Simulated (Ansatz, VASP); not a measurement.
# Pb: VASP beside Ansatz

```xyz
1
Lattice="0.0000 2.5465 2.5465 2.5465 0.0000 2.5465 2.5465 2.5465 0.0000" Properties=species:S:1:pos:R:3 pbc="T T T"
Pb    0.0000    0.0000    0.0000
```

Alike in both runs: task single point; functional PBEsol; k mesh 14 × 14 × 14; occupations gaussian, width 0.1 eV; no spin polarisation.

|  | VASP | Ansatz |
| --- | --- | --- |
| version | VASP 6.6.1 | Ansatz 0.2.0 |
| potentials or method | VASP PAW PBE potentials, release 64 (Pb_d) | scalar-relativistic, plane waves, PAW |
| plane-wave cutoff (eV) | 520 | 420 |
| valence electrons in the cell | 14 | 14 |

```csv
,VASP,Ansatz,Ansatz less VASP
gap on the k mesh at the Fermi level (eV),none,none,-
pressure (GPa),-3.6,-3.6,+0.07
```

A gap of «none» marks a metal or a gap that the smearing closes. With one functional, cell and mesh, what is left measures potentials, basis and numerics.

Caveats: the PAW data sets were made with another functional, which shifts forces and pressure a little (VASP). The runs have no spin-orbit coupling, so splittings on Pb are missing.
